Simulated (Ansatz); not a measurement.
# SrCl2: the cost of one run

Program: Ansatz 0.2.0. Level of theory: DFT r2SCAN, scalar-relativistic, plane waves, PAW. These are calculated values, not measurements.

2 further runs of the same task are left out: 2 set aside as unsound or not needed.

## Step 1: The structure to begin with

The structure is cubic, space group Fm-3m (No. 225). Conventional cell: a = 6.995 Å, b = 6.995 Å, c = 6.995 Å, α = 90.00°, β = 90.00°, γ = 90.00°. Sr (site symmetry m-3m) has 8 Cl at 3.03 Å in its first shell of neighbours. Cl (site symmetry -43m) is surrounded by 4 Sr at 3.03 Å.

As a file:

```xyz
6
Lattice="3.4976 3.4976 0.0000 -3.4976 3.4976 0.0000 0.0000 0.0000 6.9952" Properties=species:S:1:pos:R:3 pbc="T T T"
Sr    0.0000    0.0000    0.0000
Sr    0.0000    3.4976    3.4976
Cl   -1.7488    1.7488    5.2464
Cl    1.7488    1.7488    5.2464
Cl    1.7488    1.7488    1.7488
Cl   -1.7488    1.7488    1.7488
```

## Step 2: The unstrained reference

The input, input.yaml:

```yaml
crystal:
  lattice:
    - [3.4975789297, 3.4975789297, 0.0]
    - [-3.4975789297, 3.4975789297, 0.0]
    - [0.0, 0.0, 6.9951578594]
  atoms:
    - { symbol: Sr, position: [0.0, 0.0, 0.0] }
    - { symbol: Sr, position: [0.5, 0.5, 0.5] }
    - { symbol: Cl, position: [0.0, 0.5, 0.75] }
    - { symbol: Cl, position: [0.5, 0.0, 0.75] }
    - { symbol: Cl, position: [0.5, 0.0, 0.25] }
    - { symbol: Cl, position: [0.0, 0.5, 0.25] }
basis:
  ecutwfc: 500
kpoints:
  mp_grid: { grid: [6, 6, 4] }
hamiltonian:
  xc: r2scan
scf:
  occupations: { method: gaussian, width: 0.02 }
output:
  forces: true
  stress: true
  eigenvalues: true
```

The run is started by

```
> ansatz run input.yaml --threads 1 --pin off --max-ram 2560MiB --backend cpu --events-out ev --progress --plain --runs-dir out
```

**Question.** How long does this run take on 1 thread of Arm Neoverse V2, shared host, and how much memory does it need?

About 16 s, with a peak of 0.79 GiB.
